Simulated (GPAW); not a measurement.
Pb:

```
Pb
1.0
    -1.97966    1.97966    1.97966
     1.97966   -1.97966    1.97966
     1.97966    1.97966   -1.97966
Pb
1
Cartesian
  0.0000 0.0000 0.0000
```

This isn't the form of Pb at room conditions, which is fcc.

```yaml
Program: GPAW 26.7.0
Task: relaxation of cell and atoms
Functional: PBEsol
Dispersion: D3(BJ)
Potentials_or_basis: PAW data sets generated in the run's folder for this functional
Cutoff: 600 eV
Basis: pw
k_mesh: 9 × 9 × 9
Occupations: fermi-dirac, width 0.05 eV
Spin: no spin polarisation
```

At the start: pressure -4.6 GPa; volume 31.03 Å³/atom.

How do energy, volume and symmetry change on relaxing?

Over 4 steps the energy falls by 48.7 meV/atom and the volume is 27.99 Å³/atom (-9.8 %); space group Im-3m (No. 229, to 0.05 Å).

The path:
| step | energy change (eV) | largest force (eV/Å) | pressure (GPa) | volume (Å³) |
| --- | --- | --- | --- | --- |
| 1 | 0.0000 | 0.0000 | -4.55 | 31.03 |
| 2 | -0.0285 | 0.0000 | -3.17 | 29.88 |
| 3 | -0.0482 | 0.0000 | 0.59 | 27.67 |
| 4 | -0.0487 | 0.0000 | -0.06 | 27.99 |

Final structure:
```
Pb
1.0
    -1.91269    1.91269    1.91269
     1.91269   -1.91269    1.91269
     1.91269    1.91269   -1.91269
Pb
1
Cartesian
  0.0000 0.0000 0.0000
```

Caveat: later steps reuse the first step's grids; pairwise dispersion overbinds metals, which lowers pressure and volume.
